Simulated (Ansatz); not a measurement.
# Zr (bcc type): a relaxation

Aim: a sound relaxation of Zr (bcc type).

Computed with Ansatz 0.2.0 (DFT, PBEsol, PAW with Ansatz's default frozen-core files, scalar-relativistic, unless a step's input says otherwise).

1 further run of the same task is left out (it didn't finish).

## 1. The starting structure

It takes space group Im-3m (No. 229, cubic). Conventional cell: a = 3.555 Å, b = 3.555 Å, c = 3.555 Å, α = 90.00°, β = 90.00°, γ = 90.00°. Zr (site symmetry m-3m) has 8 Zr at 3.08 Å as nearest neighbours.

Structure file:

```cif
data_structure
_symmetry_space_group_name_H-M 'Im-3m'
_symmetry_Int_Tables_number 229
_cell_length_a 3.5552
_cell_length_b 3.5552
_cell_length_c 3.5552
_cell_angle_alpha 90.000
_cell_angle_beta 90.000
_cell_angle_gamma 90.000
_cell_volume 44.93
loop_
_atom_site_label
_atom_site_type_symbol
_atom_site_symmetry_multiplicity
_atom_site_Wyckoff_symbol
_atom_site_fract_x
_atom_site_fract_y
_atom_site_fract_z
_atom_site_occupancy
Zr1 Zr 2 a 0.00000 0.00000 0.00000 1
```

## 2. Running it

The input, input.yaml:

```yaml
crystal:
  lattice:
    - [-1.777576764, 1.777576764, 1.777576764]
    - [1.777576764, -1.777576764, 1.777576764]
    - [1.777576764, 1.777576764, -1.777576764]
  atoms:
    - { symbol: Zr, position: [0.0, 0.0, 0.0] }
kpoints:
  mp_grid: { grid: [15, 15, 15] }
scf:
  occupations: { method: fermi_dirac, width: 0.08 }
  max_iter: 75
hamiltonian:
  xc: pbesol
  pseudopotentials: { kind: paw }
output:
  forces: true
  stress: true
relax:
  f_tol: 0.005
  max_steps: 40
  cell: {}
  max_displacement: 2.0
```

Launch:

```bash
> ansatz run input.yaml --threads 1 --pin off --max-ram 2048MiB --backend cpu --events-out ev --progress --plain --runs-dir out
```

**Question.** How will this run end, and is anything wrong with its input?

The run converged and reported no error. Convergence says nothing about whether the input makes sense.

The suspect setting: relax.max_displacement is 2.0. What could go wrong: steps too long. It still converged here, which does not make the setting sound.

To check: delete relax.max_displacement (the default then holds).
